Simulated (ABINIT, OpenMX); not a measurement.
Given: the input of a run of OpenMX 3.8.5 on MnS. The cell is a database's computed one, not the measured one.

File MnS.dat:

```
System.CurrrentDirectory             ./
System.Name                          MnS
DATA.PATH                            ./DFT_DATA13
level.of.stdout                      1
level.of.fileout                     0
Species.Number                       2
<Definition.of.Atomic.Species
  Mn  Mn6.0-s3p2d2           Mn_PBE13
  S   S7.0-s2p2d1f1          S_PBE13
Definition.of.Atomic.Species>

Atoms.Number                         2
Atoms.SpeciesAndCoordinates.Unit     FRAC
<Atoms.SpeciesAndCoordinates
    1  Mn    0.0000000000    0.0000000000    0.0000000000   9.500  5.500
    2  S     0.5000000000    0.5000000000    0.5000000000   3.000  3.000
Atoms.SpeciesAndCoordinates>

Atoms.UnitVectors.Unit               Ang
<Atoms.UnitVectors
     1.8299960138    1.0565486912    2.9709202777
    -1.8299960138    1.0565486912    2.9709202777
     0.0000000000   -2.1130973823    2.9709202777
Atoms.UnitVectors>

scf.XcType                           GGA-PBE
scf.SpinPolarization                 on
scf.ElectronicTemperature            580.226
scf.energycutoff                     400.0
scf.maxIter                          160
scf.EigenvalueSolver                 band
scf.Kgrid                            9 9 9
scf.Mixing.Type                      rmm-diisk
scf.Init.Mixing.Weight               0.01
scf.Min.Mixing.Weight                0.001
scf.Max.Mixing.Weight                0.2
scf.Mixing.History                   40
scf.Mixing.StartPulay                15
scf.criterion                        1.0e-8
scf.stress.tensor                    on
MD.Type                              nomd
```

Potentials or basis: OpenMX 2013 PBE set, Mn6.0-s3p2d2, S7.0-s2p2d1f1, grid cutoff 400 Ry.

Launch:

```bash
$ openmx MnS.dat -nt 1 > MnS.std
```

Q: Set up the same calculation for ABINIT 10.8.3 (patched build). Potentials or basis there: JTH PAW PBE v2.0, cutoff 707 eV.

A: As run (cutoffs and basis follow the program's own potentials, and thresholds, step limits or extra output files can differ):

The input run.abi:

```
# Pseudopotentials
pp_dirpath "./"
pseudos "Mn.GGA_PBE-JTH.xml, S.GGA_PBE-JTH.xml"

# Structure
structure "poscar:POSCAR"
natom 2

# Plane-wave basis
ecut 26.0
pawecutdg 48.0

# k points
kptopt 1
ngkpt 9 9 9
nshiftk 1
shiftk 0.0 0.0 0.0

# Exchange and correlation
ixc 11

# Bands and occupations
nband 16
occopt 3
tsmear 0.05 eV

# Spin
nsppol 2
spinat
     0.0000000000     0.0000000000     4.0000000000
     0.0000000000     0.0000000000     0.0000000000

# SCF cycle
nstep 100
tolvrs 1.0e-9

# Output
iomode 3
prtwf 0
prteig 0
prtebands 0
enunit 2
prtden 1
prtvha 1
prtvclmb 1
prtpot 1
```

POSCAR

```
MnS
1.0
    1.8299960138      1.0565486912      2.9709202777
   -1.8299960138      1.0565486912      2.9709202777
    0.0000000000     -2.1130973823      2.9709202777
Mn S
1 1
Direct
    0.0000000000      0.0000000000      0.0000000000  Mn
    0.5000000000      0.5000000000      0.5000000000  S
```

Potentials or basis: JTH PAW PBE v2.0.

Launch:

```bash
$ abinit run.abi > log 2>&1
```

Both were run:

|  | OpenMX | ABINIT |
| --- | --- | --- |
| Pressure | 0.1 GPa | -1.4 GPa |
| Net moment | 4.67 μB per cell | 4.66 μB per cell |

The magnetic state is the one that the start led to; the real crystal's order can differ.

Pressure is positive in compression.
